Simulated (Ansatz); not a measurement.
The system is NiO.

```xyz
2
Lattice="0.0000 2.2406 2.2406 2.2406 0.0000 2.2406 2.2406 2.2406 0.0000" Properties=species:S:1:pos:R:3 pbc="T T T"
Ni    0.0000    0.0000    0.0000
O     3.3609    3.3609    3.3609
```

The cell was built by a generator and needn't be a form met in nature.

- Program: Ansatz 0.2.0
- Task: relaxation of cell and atoms
- Functional: HSEsol
- Potentials or basis: Ansatz PAW
- Cutoff: 420 eV (not typed: the program's choice for these potentials)
- k mesh: 5 × 5 × 5
- Occupations: fermi-dirac, width 0.05 eV
- Spin: collinear spin, ferromagnetic start
- Starting moments: [1.0, 0.0] μB

At the start: volume 11.25 Å³/atom.

**Question.** How do energy, volume and symmetry change on relaxing?

**Answer.** It ends after 7 steps and the volume is 10.63 Å³/atom (-5.5 %); space group F-43m (No. 216, to 0.05 Å); moment 2.00 μB per cell.

Step by step:
| step | energy change (eV) | largest force (eV/Å) | volume (Å³) |
| --- | --- | --- | --- |
| 1 | 0.0000 | 0.0000 | 22.50 |
| 2 | -0.0309 | 0.0000 | 21.87 |
| 3 | -0.0430 | 0.0000 | 21.22 |
| 4 | -0.0428 | 0.0000 | 21.27 |
| 5 | -0.0378 | 0.0000 | 21.27 |
| 6 | -0.0379 | 0.0000 | 21.25 |
| 7 | -0.0379 | 0.0000 | 21.25 |

Final structure:
```
CELL_PARAMETERS angstrom
0.00000 2.19855 2.19855
2.19855 0.00000 2.19855
2.19855 2.19855 0.00000
ATOMIC_POSITIONS crystal
Ni 0.00000 0.00000 0.00000
O 0.75000 0.75000 0.75000
```

Caveat: the k mesh is coarse (spacing up to 0.49 Å⁻¹), so the values aren't converged, least of all with exact exchange; the magnetic or orbital state may not be the lowest; the plane-wave basis is chosen anew once the cell has moved, so the energies of steps on either side of that aren't comparable; the pressure holds a Pulay correction of +0.7 GPa for the finite cutoff; a cell with one magnetic atom can't hold antiferromagnetic order, which such compounds often take; the PAW data sets come from PBE, with cores solved anew for the run's functional, which leaves a small shift of forces and pressure.
